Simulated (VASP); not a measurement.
The system is NaCl.

```xyz
2
Lattice="3.2350 0.0000 0.0000 0.0000 3.2350 0.0000 0.0000 0.0000 3.2350" Properties=species:S:1:pos:R:3 pbc="T T T"
Na    0.0000    0.0000    0.0000
Cl    1.6175    1.6175    1.6175
```

The cell was built by a generator and needn't be a form met in nature.

| Property | Result |
| --- | --- |
| Program | VASP 6.6.1 |
| Task | relaxation of cell and atoms |
| Functional | PBE |
| Potentials or basis | VASP PAW PBE potentials, release 64 (Na_pv, Cl) |
| Cutoff | 600 eV |
| k mesh | 8 × 8 × 8 |
| Occupations | fermi-dirac, width 0.02 eV |
| Spin | no spin polarisation |

At the start: pressure 11.0 GPa; volume 16.93 Å³/atom.

Q: How do energy, volume and symmetry change on relaxing?

A: Over 6 steps the energy falls by 125.5 meV/atom and the volume is 21.54 Å³/atom (+27.3 %); space group Pm-3m (No. 221, to 0.05 Å).

The path:
```
step  energy change (eV)  largest force (eV/Å)  pressure (GPa)  volume (Å³)
   1              0.0000                0.0000           10.96        33.86
   2             -0.2288                0.0000            2.42        39.85
   3             -0.2494                0.0000            0.61        42.11
   4             -0.2511                0.0000            0.05        42.96
   5             -0.2511                0.0000           -0.07        43.15
   6             -0.2511                0.0000           -0.04        43.08
```

Final structure:
```
CELL_PARAMETERS angstrom
3.50570 0.00000 0.00000
0.00000 3.50570 0.00000
0.00000 0.00000 3.50570
ATOMIC_POSITIONS crystal
Na 0.00000 0.00000 0.00000
Cl 0.50000 0.50000 0.50000
```

Caveat: the volume moved by over 15 % at a fixed basis, so the end points are rough.
